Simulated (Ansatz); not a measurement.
`BOCCO` + `CC(N)O` → `BNC(C)O` + `OCCO`  (ligand exchange at a B–O bond)

Program: Ansatz. Geometries: PBE0-D4/def2-TZVP. ΔE: electronic, gas phase. CCSD(T)/CBS is the MP2 limit (def2-TZVPP, def2-QZVPP) plus CCSD(T) − MP2 in def2-TZVPP, frozen cores. This one scheme is used for every species. DFT in def2-TZVPP. B3LYP here is the variant with VWN-RPA as its local correlation; programs differ in this. Each species was taken in one conformer, which may not be the lowest.

`BOCCO`:

Cartesian coordinates in Å:
```
B 0.280 -1.432 1.625
O 0.110 -0.138 1.319
C 0.498 0.399 0.068
C -0.735 0.743 -0.745
O -0.396 1.384 -1.951
H 0.804 -2.174 0.835
H -0.109 -1.792 2.697
H 1.080 1.306 0.252
H 1.128 -0.318 -0.473
H -1.358 1.441 -0.181
H -1.329 -0.165 -0.915
H 0.029 0.747 -2.531
```

`CC(N)O`:

Cartesian coordinates in Å:
```
C 0.266 -0.133 1.253
C -0.101 -0.319 -0.199
N 0.764 0.461 -1.038
O -1.484 0.013 -0.300
H -0.386 -0.733 1.889
H 1.303 -0.422 1.420
H 0.142 0.917 1.534
H 0.039 -1.370 -0.486
H 0.640 1.450 -0.852
H 0.589 0.298 -2.021
H -1.772 -0.163 -1.200
```

`BNC(C)O`:

Z-matrix (Å, degrees):
```
C
N 1 1.444
O 1 1.409 2 111.0
C 1 1.510 2 112.2 3 119.3
H 1 1.097 2 106.1 3 -120.3
B 2 1.386 1 126.6 3 115.1
H 2 1.011 1 112.9 3 -64.3
H 3 0.962 1 107.8 2 -56.9
H 4 1.090 1 110.1 2 -179.5
H 4 1.090 1 110.3 2 59.9
H 4 1.093 1 110.0 2 -60.4
H 6 1.196 2 119.2 1 -179.7
H 6 1.198 2 118.6 1 0.1
```

`OCCO`:

Z-matrix (Å, degrees):
```
C
C 1 1.511
O 1 1.405 2 111.3
H 1 1.094 2 110.1 3 119.3
H 1 1.103 2 109.4 3 -123.0
O 2 1.418 1 110.8 3 56.7
H 2 1.092 1 109.7 3 -59.7
H 2 1.098 1 110.6 3 -179.0
H 3 0.964 1 106.3 2 -41.9
H 6 0.961 2 108.4 1 72.1
```

```csv
level,ΔE (kJ/mol)
PBE-D4,-18.2
B3LYP-D4,-12.4
PBE0,-16.7
B3LYP,-10.6
MP2/def2-TZVPP,-14.5
SCS-MP2/def2-TZVPP,-11.3
HF/def2-QZVPP,-0.8
MP2/CBS(def2),-13.9
```

(1) What does CCSD(T)/CBS give? (Estimate.)

Largest T1 diagnostic among the species: 0.013.

Results:

(1) Ansatz gave: -12.7 kJ/mol. The listed levels differ from it by -5.5, 0.3, -4.0, 2.1, -1.8, 1.4, 11.9, -1.2 kJ/mol.

In def2-TZVPP, CCSD(T) changes the Hartree–Fock value by −11.5 kJ/mol (the triples alone add −1.3 kJ/mol) and MP2 by −12.7 kJ/mol.

CCSD(T)/CBS has its own doubt, a few kJ/mol and more with outer-core shells, so smaller differences from it don't rank the levels.
